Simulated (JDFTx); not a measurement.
TiTe2:

```
Te Ti
1.0
     3.77700    0.00000    0.00000
    -1.88850    3.27098    0.00000
     0.00000    0.00000    6.49800
Te Ti
2 1
Direct
  0.33333 0.66667 0.73720
  0.66667 0.33333 0.26280
  0.00000 0.00000 0.00000
```

* Program: JDFTx 1.7.0 (patched build)
* Task: relaxation of cell and atoms
* Functional: PBEsol
* Potentials or basis: PseudoDojo-SR-PBEsol-0.4.1-standard with smoothed tails
* Cutoff: 1143 eV
* Density cutoff: 9143 eV
* k mesh: 5 × 5 × 3
* Occupations: fermi-dirac, width 0.05 eV
* Spin: no spin polarisation

At the start: pressure -2.2 GPa; volume 26.76 Å³/atom.

Question: How do energy, volume and symmetry change on relaxing?

Answer: Over 14 steps the energy falls by 7.0 meV/atom and the volume is 25.57 Å³/atom (-4.4 %); space group P-3m1 (No. 164, to 0.05 Å).

The path:
```tsv
step	energy change (eV)	largest force (eV/Å)	pressure (GPa)	volume (Å³)
1	0.0000	0.1564	-2.15	80.28
2	-0.0063	0.0701	-1.67	79.85
3	-0.0133	0.0492	-0.87	79.00
4	-0.0164	0.0914	-0.41	78.35
5	-0.0186	0.1323	0.28	77.27
6	-0.0188	0.1305	0.48	76.88
7	-0.0192	0.0987	0.61	76.42
8	-0.0201	0.0909	-0.21	76.58
9	-0.0209	0.0191	0.00	76.68
10	-0.0210	0.0023	0.04	76.74
11	-0.0210	0.0001	0.02	76.76
12	-0.0210	0.0031	0.00	76.78
13	-0.0211	0.0065	0.02	76.75
14	-0.0211	0.0026	0.01	76.71
```

Final structure:
```
Te Ti
1.0
     3.72499    0.00000    0.00000
    -1.86250    3.22594    0.00000
     0.00000    0.00000    6.38384
Te Ti
2 1
Direct
  0.33333 0.66667 0.73354
  0.66667 0.33333 0.26646
  0.00000 0.00000 0.00000
```

Caveat: the k mesh is coarse (spacing up to 0.38 Å⁻¹), so the values aren't converged; this functional lacks dispersion, which binds the layers, so the pressure and a relaxed spacing across them are unreliable.
